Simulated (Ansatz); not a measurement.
## AlN: Ga on an Al site

Computed with the plane-wave PAW code Ansatz (scalar-relativistic, PAW set soft_2): PBE, no spin polarisation, 420 eV cutoff, k-mesh 2×2×2 shifted by half a step.

The relaxed host crystal (Kohn–Sham gap 4.03 eV):

```
Al N
1.0
     3.13020    0.00000    0.00000
    -1.56510    2.71084    0.00000
     0.00000    0.00000    5.01802
Al N
2 2
Direct
  0.66667 0.33333 0.49923
  0.33333 0.66667 0.99923
  0.66667 0.33333 0.88077
  0.33333 0.66667 0.38077
```

Supercell of 64 atoms, rows of the matrix [[-2,-3,1],[2,3,1],[-2,1,-1]] times the cell vectors; Ga on an Al site at (0.667, 0.333, 0.499) in fractions of the cell above. Atoms are relaxed at the host's cell.

Distances from the Ga atom (Å), by shell of the perfect crystal:

| shell | perfect crystal | relaxed, charge 0 |
| --- | --- | --- |
| 4 N | 1.91 | 1.96 |
| 6 Al | 3.09 | 3.11 |
| 1 N | 3.10 | 3.11 |
| 6 Al | 3.13 | 3.14 |

```tsv
charge	gap of the cell on the mesh (eV)	carriers
0	4.69	none in the bands
```

On this mesh the host's own supercell has a gap of 4.77 eV.

Formation energy of the neutral defect: 1.91 eV, taking atoms from and to the elements' standard states (no corrections for gases), so it belongs to those chemical potentials alone.

Relaxed cell at charge 0:

```
AlN Ga_Al charge 0
1.0
    -1.5651   -8.1325    5.0180
     1.5651    8.1325    5.0180
    -7.8255    2.7108   -5.0180
Ga Al N
1 31 32
Direct
  0.8336 0.3753 0.7083
  0.5821 0.2492 0.3321
  0.5821 0.5000 0.5829
  0.8330 0.6253 0.9590
  0.3327 0.3744 0.2083
  0.8329 0.8746 0.2083
  0.3329 0.6247 0.4583
  0.8330 0.1239 0.4576
  0.3329 0.8745 0.7084
  0.0838 0.2492 0.8338
  0.5834 0.7497 0.8337
  0.0838 0.5001 0.0846
  0.5834 0.9996 0.0837
  0.0827 0.7495 0.3330
  0.0827 0.9997 0.5832
  0.3329 0.1247 0.9582
  0.1680 0.7515 0.9177
  0.9168 0.6259 0.5408
  0.9163 0.8744 0.7917
  0.1661 0.9995 0.1666
  0.6660 0.7495 0.4164
  0.1661 0.2496 0.4166
  0.6655 0.9982 0.6667
  0.1680 0.5004 0.6666
  0.6655 0.2488 0.9173
  0.4161 0.6245 0.0417
  0.9163 0.1246 0.0417
  0.4163 0.8746 0.2918
  0.9163 0.3746 0.2919
  0.4146 0.1235 0.5412
  0.4163 0.3745 0.7916
  0.6660 0.4996 0.1665
  0.0299 0.5716 0.7083
  0.7736 0.4404 0.3333
  0.7736 0.6904 0.5832
  0.0237 0.8152 0.9583
  0.5234 0.5651 0.2083
  0.0237 0.0653 0.2084
  0.5232 0.8148 0.4579
  0.0237 0.3154 0.4585
  0.5238 0.0654 0.7084
  0.2737 0.4404 0.8333
  0.7739 0.9400 0.8338
  0.2737 0.6904 0.0833
  0.7739 0.1901 0.0839
  0.2731 0.9397 0.3328
  0.2731 0.1903 0.5834
  0.5232 0.3153 0.9584
  0.8575 0.4418 0.9223
  0.6007 0.3135 0.5372
  0.6071 0.5653 0.7916
  0.8568 0.6906 0.1669
  0.3563 0.4404 0.4163
  0.8568 0.9398 0.4162
  0.3583 0.6911 0.6668
  0.8575 0.1852 0.6656
  0.3583 0.9415 0.9173
  0.1070 0.3154 0.0416
  0.6069 0.8152 0.0418
  0.1072 0.5655 0.2924
  0.6071 0.0654 0.2918
  0.1076 0.8163 0.5413
  0.1072 0.0648 0.7917
  0.3563 0.1900 0.1660
```

Caveats: semilocal functionals make gaps too small, which shifts levels too; small supercell, so energies and levels can be off by tenths of an eV; the atoms kept the symmetry of the start, so a distorted state could lie lower.
